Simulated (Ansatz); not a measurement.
**SnS$_{2}$: frozen-core PAW against all-electron methods**

```
Sn S
1.0
     3.59830    0.00000    0.00000
    -1.79915    3.11622    0.00000
     0.00000    0.00000    5.49400
Sn S
1 2
Direct
  0.00000 0.00000 0.00000
  0.66667 0.33333 0.26390
  0.33333 0.66667 0.73610
```

Atoms are numbered in the order listed.

Conventional cell: a = 3.598 Å, b = 3.598 Å, c = 5.494 Å, α = 90.00°, β = 90.00°, γ = 120.00°. Around Sn (atom 1) lie 6 S at 2.53 Å. S (atom 2) is surrounded by 3 Sn at 2.53 Å.

The geometry is COD entry 7038081, unchecked; take it as a test cell.

Spin–orbit coupling is left out, though it moves levels of the heavy atoms by tenths of an eV or more.

Methods: DFT, PBE, PAW with Ansatz's default frozen-core files, scalar-relativistic (Ansatz 0.2.0); DFT, PBE, all-electron PAW with datasets made for the crystal, scalar-relativistic (Ansatz 0.2.0); DFT, PBE, all-electron LAPW, scalar-relativistic (Ansatz 0.2.0).

For PAW: a Γ-centred 10×10×6 k mesh, Fermi–Dirac smearing of 0.01 eV, cutoff 420 eV, no spin polarisation. The crystal-made all-electron datasets (AE datasets) take a cutoff of 260 eV at this cell. LAPW targets a basis error of 1 meV/atom. The Ansatz runs share mesh, smearing and spin set-up. Plane-wave (PAW) pressures include the program's estimate of the Pulay term.

Stress and pressure are positive in compression.

Levels count from the top of the valence band.

```
                      quantity     PAW  AE datasets    LAPW
                pressure (GPa)    9.22         9.20    9.20
               stress xx (GPa)    9.14         9.12    9.13
               stress zz (GPa)    9.37         9.35    9.36
         force on S2, z (eV/Å)   0.454        0.452   0.452
                 band gap (eV)   1.094        1.098   1.098
highest filled level at Γ (eV)  -0.003       -0.004  -0.004
  lowest empty level at Γ (eV)   1.799        1.808   1.808
highest filled level at L (eV)  -1.245       -1.241  -1.241
  lowest empty level at L (eV)   1.383        1.386   1.386
highest filled level at A (eV)  -0.597       -0.593  -0.593
  lowest empty level at A (eV)   3.179        3.187   3.187
```

PAW's pressure differs from the LAPW value by about 0.01 GPa or less. Datasets made for the crystal and LAPW share parts of one code, so their agreement isn't an independent check.
